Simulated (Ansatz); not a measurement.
## Structure types of SiNi compared at 0.087 GPa

Structure types of SiNi are relaxed in primitive cells with their symmetry kept at 0.087 GPa, on PAW files; LAPW relaxes the small cells further and takes the PAW cell for the others (marked *). The enthalpy is E + pV at zero temperature, without zero-point motion. Only the types listed were tried, and differences under about 5 meV/atom are mesh noise. The real phase may be another.

Computed with Ansatz 0.2.0; functional PBE, scalar-relativistic. Settings: Fermi–Dirac smearing of 0.1 eV, no spin polarisation. Methods: LAPW: all electrons, basis error target 0.5 meV/atom; PAW: frozen-core files, cutoff 420 eV.

k meshes: rocksalt 14×14×14, CsCl 14×14×14, WC 15×15×13, NiAs 11×11×6, zincblende 13×13×13.

Spin polarisation is left out, though a magnetic state may lie lower.

Q: Which type is lowest in enthalpy, and by how much?

A: NiAs, 26 meV/atom below distorted WC. The whole table:

```json
{"start type": "rocksalt", "ends as": "rocksalt, Fm-3m", "a, b, c (Å)": "4.741, 4.741, 4.741", "V (Å³/atom)": "13.32", "H − H(lowest), LAPW (meV/atom)": "425.5", "same, PAW": "425.1"}
{"start type": "CsCl", "ends as": "CsCl, Pm-3m", "a, b, c (Å)": "2.838, 2.838, 2.838", "V (Å³/atom)": "11.43", "H − H(lowest), LAPW (meV/atom)": "128.5", "same, PAW": "128.8"}
{"start type": "WC", "ends as": "distorted WC, P-6m2", "a, b, c (Å)": "3.485, 3.485, 2.487", "V (Å³/atom)": "13.09", "H − H(lowest), LAPW (meV/atom)": "26.0", "same, PAW": "25.6"}
{"start type": "NiAs*", "ends as": "NiAs, P6_3/mmc", "a, b, c (Å)": "3.510, 3.510, 4.822", "V (Å³/atom)": "12.86", "H − H(lowest), LAPW (meV/atom)": "0.0", "same, PAW": "0.0"}
{"start type": "zincblende", "ends as": "zincblende, F-43m", "a, b, c (Å)": "5.149, 5.149, 5.149", "V (Å³/atom)": "17.06", "H − H(lowest), LAPW (meV/atom)": "642.2", "same, PAW": "641.1"}
```
